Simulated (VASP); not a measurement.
# Settings for Na: equation of state

Na, Im-3m (no. 229), 1 atom in the cell. PBE; PAW potentials Na_sv_GW (PBE set). VASP 6.6.1.

Wanted: equilibrium volume within 0.125 %; bulk modulus within 1 %.

What the run is for: choice of potentials; Accuracy asked: tight; Volumes (times the given one): 0.91, 0.94, 0.97, 1, 1.03, 1.06, 1.09.

## Potentials and cutoff

| Potentials and cutoff | Equilibrium volume (Å³/atom) | Bulk modulus (GPa) | Time (s) |
|---|---|---|---|
| Na_sv_GW, ENCUT 600 | 37.11 | 7.657 | 61 |
| Na_sv, ENCUT 1030 | 36.99 | 7.69 | 106 |
| Na_pv, ENCUT 450 | 36.93 | 7.916 | 33 |
| Na, ENCUT 450 | 36.83 | 7.884 | 21 |

## Question

For each series: keep the first row unless others stay within the tolerance and take at least 30 % less time, and then take the fastest.

## Answer

- Potentials and cutoff: Na_sv_GW, ENCUT 600

The chosen settings are those of the reference run.

## The input

INCAR:
```
SYSTEM = Na
GGA      = PE             ! functional
ISMEAR   = 1              ! smearing method
SIGMA    = 0.1            ! smearing width, eV
LWAVE    = .FALSE.        ! write WAVECAR
LCHARG   = .FALSE.        ! write CHGCAR
ISIF     = 2              ! what is computed and relaxed
NSW      = 0              ! ionic steps
ENCUT    = 600            ! plane-wave cutoff, eV
PREC     = Accurate       ! precision mode
LASPH    = .TRUE.         ! aspherical terms in the spheres
LREAL    = .FALSE.        ! projectors in reciprocal space
ALGO     = Normal         ! electronic algorithm
EDIFF    = 1E-7           ! SCF threshold, eV
NELM     = 120            ! most SCF steps
GGA_COMPAT= .FALSE.       
```

KPOINTS:
```
k-points
0
Gamma
  11 11 11
```

POSCAR.step1:
```
Na
1.0
   -2.0747405640      2.0747405640      2.0747405640
    2.0747405640     -2.0747405640      2.0747405640
    2.0747405640      2.0747405640     -2.0747405640
Na
1
Direct
    0.0000000000      0.0000000000      0.0000000000
```

POSCAR.step2:
```
Na
1.0
   -2.0972938588      2.0972938588      2.0972938588
    2.0972938588     -2.0972938588      2.0972938588
    2.0972938588      2.0972938588     -2.0972938588
Na
1
Direct
    0.0000000000      0.0000000000      0.0000000000
```

POSCAR.step3:
```
Na
1.0
   -2.1193722587      2.1193722587      2.1193722587
    2.1193722587     -2.1193722587      2.1193722587
    2.1193722587      2.1193722587     -2.1193722587
Na
1
Direct
    0.0000000000      0.0000000000      0.0000000000
```

POSCAR.step4:
```
Na
1.0
   -2.1410000000      2.1410000000      2.1410000000
    2.1410000000     -2.1410000000      2.1410000000
    2.1410000000      2.1410000000     -2.1410000000
Na
1
Direct
    0.0000000000      0.0000000000      0.0000000000
```

POSCAR.step5:
```
Na
1.0
   -2.1621993985      2.1621993985      2.1621993985
    2.1621993985     -2.1621993985      2.1621993985
    2.1621993985      2.1621993985     -2.1621993985
Na
1
Direct
    0.0000000000      0.0000000000      0.0000000000
```

POSCAR.step6:
```
Na
1.0
   -2.1829910528      2.1829910528      2.1829910528
    2.1829910528     -2.1829910528      2.1829910528
    2.1829910528      2.1829910528     -2.1829910528
Na
1
Direct
    0.0000000000      0.0000000000      0.0000000000
```

POSCAR.step7:
```
Na
1.0
   -2.2033940209      2.2033940209      2.2033940209
    2.2033940209     -2.2033940209      2.2033940209
    2.2033940209      2.2033940209     -2.2033940209
Na
1
Direct
    0.0000000000      0.0000000000      0.0000000000
```

Commands (each step's output is kept before the next begins):
```
cat potpaw_PBE.64/Na_sv_GW/POTCAR > POTCAR
cp POSCAR.step1 POSCAR
mpirun -np 1 vasp_std > vasp.out
cp POSCAR.step2 POSCAR
mpirun -np 1 vasp_std > vasp.out
cp POSCAR.step3 POSCAR
mpirun -np 1 vasp_std > vasp.out
cp POSCAR.step4 POSCAR
mpirun -np 1 vasp_std > vasp.out
cp POSCAR.step5 POSCAR
mpirun -np 1 vasp_std > vasp.out
cp POSCAR.step6 POSCAR
mpirun -np 1 vasp_std > vasp.out
cp POSCAR.step7 POSCAR
mpirun -np 1 vasp_std > vasp.out
```

Limits: Total energies under different potentials can't be compared; the cell and the gap can.

The chosen input took VASP 6.6.1 61 s on 1 core (Intel Xeon 6975P-C (Granite Rapids)), a shared host.
